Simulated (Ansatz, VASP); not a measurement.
**Cu: VASP beside Ansatz**

INCAR

```
SYSTEM = Cu
ALGO = Fast
EDIFF = 1E-6
EDIFFG = -0.001
ENCUT = 600
IBRION = 2
ISIF = 3
ISMEAR = -1
LASPH = .True.
LCHARG = .False.
LREAL = .False.
LWAVE = .False.
NELM = 80
NSW = 80
PREC = Accurate
SIGMA = 0.15
```

Contents of KPOINTS:

```
k-points
0
Gamma
  20 20 20
  0 0 0
```

Contents of POSCAR:

```
Cu
1.0
    0.0000000000      1.7593189909      1.7593189909
    1.7593189909      0.0000000000      1.7593189909
    1.7593189909      1.7593189909      0.0000000000
Cu
1
Direct
    0.0000000000      0.0000000000      0.0000000000
```

Input for Ansatz:

```yaml
crystal:
  lattice:
    - [0.0, 1.7593189909, 1.7593189909]
    - [1.7593189909, 0.0, 1.7593189909]
    - [1.7593189909, 1.7593189909, 0.0]
  atoms:
    - { symbol: Cu, position: [0.0, 0.0, 0.0] }
basis:
  ecutwfc: 420
kpoints:
  mp_grid: { grid: [20, 20, 20] }
hamiltonian:
  xc: lda
scf:
  occupations: { method: fermi_dirac, width: 0.15 }
output:
  forces: true
  stress: true
  eigenvalues: true
relax:
  adjacent_minimum: "off"
  f_tol: 0.001
  max_steps: 60
  cell: { stress_tol: 0.01 }
```

Alike in both runs: task relaxation of cell and atoms; functional LDA; k mesh 20 × 20 × 20; occupations fermi-dirac, width 0.15 eV; no spin polarisation.

|  | VASP | Ansatz |
| --- | --- | --- |
| version | VASP 6.6.1 | Ansatz 0.2.0 |
| potentials or method | VASP PAW LDA potentials, release 64 (Cu) | scalar-relativistic, plane waves, PAW |
| plane-wave cutoff (eV) | 600 | 420 |
| valence electrons in the cell | 11 | 19 |

|  | VASP | Ansatz | Ansatz less VASP |
| --- | --- | --- | --- |
| gap on the k mesh at the Fermi level, each at its own relaxed structure (eV) | none | none | - |
| relaxed volume (Å³/atom) | 10.94 | 10.89 | -0.044 |
| relaxed cell length with the largest relative difference (Å) | 2.492 | 2.488 | -0.0034 |

A gap of «none» marks a metal or a gap that the smearing closes. The two sets of potentials don't hold the same shells in valence.
